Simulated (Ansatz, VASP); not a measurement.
Re in VASP and in Ansatz

File INCAR:

```
  ALGO = Normal
  EDIFF = 1E-6
  ENCUT = 520
  GGA = PE
  ISIF = 2
  ISMEAR = -1
  LASPH = T
  LCHARG = T
  LELF = T
  LREAL = F
  LVHAR = T
  LWAVE = F
  NBANDS = 10
  NELM = 80
  PREC = Accurate
  SIGMA = 0.05
```

KPOINTS

```
k-points
0
Gamma
  14 14 14
```

Contents of POSCAR:

```
Re
1.0
    0.0000000000      1.9750000000      1.9750000000
    1.9750000000      0.0000000000      1.9750000000
    1.9750000000      1.9750000000      0.0000000000
Re
1
Direct
    0.0000000000      0.0000000000      0.0000000000
```

Input for Ansatz:

```yaml
crystal:
  lattice:
    - [0.0, 1.975, 1.975]
    - [1.975, 0.0, 1.975]
    - [1.975, 1.975, 0.0]
  atoms:
    - { symbol: Re, position: [0.0, 0.0, 0.0] }
kpoints:
  mp_grid: { grid: [14, 14, 14] }
  band_path:
    path:
      - [0.0, 0.0, 0.0]
      - [0.5, 0.0, 0.5]
      - [0.625, 0.25, 0.625]
      - [0.375, 0.375, 0.75]
      - [0.0, 0.0, 0.0]
      - [0.5, 0.5, 0.5]
      - [0.5, 0.25, 0.75]
      - [0.5, 0.0, 0.5]
    npoints: 14
scf:
  occupations: { method: fermi_dirac, width: 0.05 }
hamiltonian:
  xc: pbe
  pseudopotentials: { kind: all_electron, lapw: { basis_error: 0.00025 } }
output:
  forces: true
  stress: true
  eigenvalues: true
  populations: true
  dos: { projected: true, de: 0.2, e_range: [-14, 8] }
```

This isn't the form of Re at room conditions, which is hcp.

Alike in both runs: task single point; functional PBE; k mesh 14 × 14 × 14; occupations fermi-dirac, width 0.05 eV; no spin polarisation.

|  | VASP | Ansatz |
| --- | --- | --- |
| version | VASP 6.6.1 | Ansatz 0.2.0 |
| potentials or method | VASP PAW PBE potentials, release 64 (Re) | all-electron LAPW, scalar-relativistic |
| plane-wave cutoff (eV) | 520 | see its input |

```tsv
	VASP	Ansatz	Ansatz less VASP
pressure (GPa)	-9.8	-9.0	+0.81
```

Ansatz ran all-electron here, so the differences hold the error of VASP's frozen core and of both bases.

Spin-orbit coupling is left out, which matters for the levels of Re.
